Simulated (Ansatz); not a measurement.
Cu Kα1 powder pattern (kinematic, no thermal factors).
```
2θ (°)  relative intensity
 11.51                 100
 23.35                   5
 25.91                  33
 29.15                  24
 31.44                  18
 32.95                  34
 33.11                   5
 35.01                   8
 39.39                  22
 42.38                   7
 44.56                  29
 46.18                   8
 47.28                  12
 48.83                   5
 52.27                   8
 54.25                   1
 56.52                  14
 57.89                   6
 60.17                   4
 60.45                   3
 61.76                   3
 64.18                   1
 65.35                   3
 66.87                   4
 68.24                   6
 69.10                   4
 70.58                   7
 71.80                   2
 73.12                   4
 75.16                   1
 76.59                   2
 76.70                   5
 78.70                   5
 80.12                   5
 81.28                   2
 82.56                   2
 86.03                   8
 87.19                   2
```

The pattern is computed from a structure relaxed with Ansatz 0.2.0, DFT PBE, scalar-relativistic, plane waves, PAW. No spin polarisation. Its elements are Se, Sn.

Question: Give the structure.

Answer: SnSe.
Space group I4/mcm (No. 140). a = 10.866 Å, b = 10.866 Å, c = 6.121 Å, α = 90.00°, β = 90.00°, γ = 90.00°
```csv
atom,site,symmetry,x,y,z
Sn,8h,m.2m,0.8760,0.3760,0.5000
Se,8h,m.2m,0.1313,0.3687,0.5000
```

A pattern alone doesn't exclude other cells with like lines; this is the one computed.

The structure comes from a generated guess; another structure or a mixture of phases may lie lower. No dispersion correction is applied, so the spacing between layers, chains or molecules is poorly fixed.
